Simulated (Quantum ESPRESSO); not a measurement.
## Ni: equation of state with PBE+D3(BJ)

Crystal: Ni.

```
Ni
1.0
     0.00000    1.73757    1.73757
     1.73757    0.00000    1.73757
     1.73757    1.73757    0.00000
Ni
1
Direct
  0.00000 0.00000 0.00000
```

```yaml
Program: Quantum ESPRESSO 7.5
Task: equation of state
Functional: PBE
Dispersion: D3(BJ)
Potentials_or_basis: PseudoDojo 0.4.1 SR PBE standard
Cutoff: 1333 eV
Density_cutoff: 5333 eV
k_mesh: 13 × 13 × 13
Occupations: fermi-dirac, width 0.05 eV
Spin: collinear spin, ferromagnetic start
Starting_moments: "[1.0] μB"
```

```yaml
Equilibrium_volume: 10.61 Å³/atom
Bulk_modulus: 215 GPa
Pressure_derivative_of_the_bulk_modulus: 5.0
```

Energy against volume, from the lowest point:
| volume (Å³/atom) | energy (meV/atom) |
| --- | --- |
| 9.862 | 39.87 |
| 10.072 | 19.39 |
| 10.282 | 6.46 |
| 10.492 | 0.24 |
| 10.702 | 0.00 |
| 10.912 | 5.03 |
| 11.122 | 14.76 |

All runs of the series together: 11 min on 1 thread of Arm Neoverse N1 (shared host).
